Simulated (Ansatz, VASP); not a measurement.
**Au in VASP and in Ansatz**

INCAR

```
PREC = Accurate
ENCUT = 520
EDIFF = 1E-7
ISMEAR = -1
SIGMA = 0.05
LREAL = F
LASPH = T
NELM = 60
ALGO = Normal
ISIF = 2
LWAVE = F
LCHARG = T
GGA = PE
LELF = T
LVHAR = T
NBANDS = 18
```

File KPOINTS:

```
Automatic mesh
0
Gamma
  10 10 10
```

POSCAR

```
Au
1.0
    0.0000000000      3.0495003610      3.0803033950
    3.0495003610      0.0000000000      3.0803033950
    3.0495003610      3.0495003610      0.0000000000
Au
2
Direct
    0.0000000000      0.0000000000      0.0000000000
    0.2500000000      0.2500000000      0.2500000000
```

Input for Ansatz:

```yaml
crystal:
  lattice:
    - [0.0, 3.049500361, 3.080303395]
    - [3.049500361, 0.0, 3.080303395]
    - [3.049500361, 3.049500361, 0.0]
  atoms:
    - { symbol: Au, position: [0.0, 0.0, 0.0] }
    - { symbol: Au, position: [0.25, 0.25, 0.25] }
kpoints:
  mp_grid: { grid: [10, 10, 10] }
scf:
  occupations: { method: fermi_dirac, width: 0.05 }
hamiltonian:
  xc: pbe
  pseudopotentials: { kind: all_electron, lapw: { basis_error: 0.0005 } }
output:
  forces: true
  stress: true
  eigenvalues: true
```

Change from the starting cell: x and y stretched by -1 %, z held.

Alike in both runs: task single point; functional PBE; k mesh 10 × 10 × 10; occupations fermi-dirac, width 0.05 eV; no spin polarisation.

|  | VASP | Ansatz |
| --- | --- | --- |
| version | VASP 6.6.1 | Ansatz 0.2.0 |
| potentials or method | VASP PAW PBE potentials, release 64 (Au) | all-electron LAPW, scalar-relativistic |
| plane-wave cutoff (eV) | 520 | see its input |

```tsv
	VASP	Ansatz	Ansatz less VASP
pressure (GPa)	1.0	1.1	+0.11
largest component of the traceless stress (GPa)	0.05	0.06	+0.001
```

Ansatz ran all-electron here, so the differences hold the error of VASP's frozen core and of both bases.

The runs have no spin-orbit coupling, so splittings on Au are missing.
